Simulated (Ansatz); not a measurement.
## Te: from a trial structure to a relaxed crystal

All numbers below come from Ansatz 0.2.0, DFT PBEsol, scalar-relativistic, plane waves, PAW. Cutoff 420 eV, Γ-centred k mesh, Gaussian smearing, no spin polarisation in the final step.

The start puts Te on the iodine structure type (Cmce, No. 64), at a guessed volume.

```xyz
4
Lattice="3.3993 -2.2467 0.0000 3.3993 2.2467 0.0000 0.0000 0.0000 9.1647" Properties=species:S:1:pos:R:3 pbc="T T T"
Te    3.3993   -1.5727    1.0723
Te    3.3993   -0.6740    5.6546
Te    3.3993    1.5727    8.0924
Te    3.3993    0.6740    3.5101
```

Steps on the 4×4×2 mesh (4 atoms). 7 of 7 steps are shown, and the free energy counts from the last. Trial steps that were taken back and renewals of the plane-wave basis can be among the rows.

| step | ΔF (meV/atom) | V (Å³/atom) | P (GPa) | largest force component (eV/Å) |
| --- | --- | --- | --- | --- |
| 1 | 348.8 | 35.00 | 1.70 | 1.376 |
| 2 | 209.4 | 31.35 | 0.67 | 0.573 |
| 3 | 102.3 | 29.42 | 3.32 | 0.480 |
| 4 | 26.8 | 30.91 | 0.92 | 0.186 |
| 5 | 3.2 | 31.74 | 0.33 | 0.025 |
| 6 | -0.3 | 32.71 | 0.08 | 0.002 |
| 7 | 0.0 | 32.71 | 0.08 | 0.002 |

A final relaxation ran on a 20×20×20 mesh. The relaxed crystal, I4/mmm (No. 139):

Space group I4/mmm (No. 139). a = 2.968 Å, b = 2.968 Å, c = 7.702 Å, α = 90.00°, β = 90.00°, γ = 90.00°
```
atom site symmetry x y z
  Te    2a     4/mmm  0.0000  0.0000  0.0000
```

```
Volume per atom                    : 33.9 Å³
Density                            : 6.2 g/cm³
Energy over the standard structure : 0.18 eV/atom
Gap on the 20×20×20 mesh           : 0 eV (a metal)
```

Energies count from the standard state of Te at the same level.

The final run used a 20×20×20 mesh on its 1-atom cell and 0.10 eV smearing. For metals, differences of a few meV/atom aren't resolved. No dispersion correction is applied, so the spacing between layers, chains or molecules is poorly fixed, and with it the volume and density. Spin–orbit coupling is left out.

Symmetry constrained the relaxation, so the result can be a saddle point.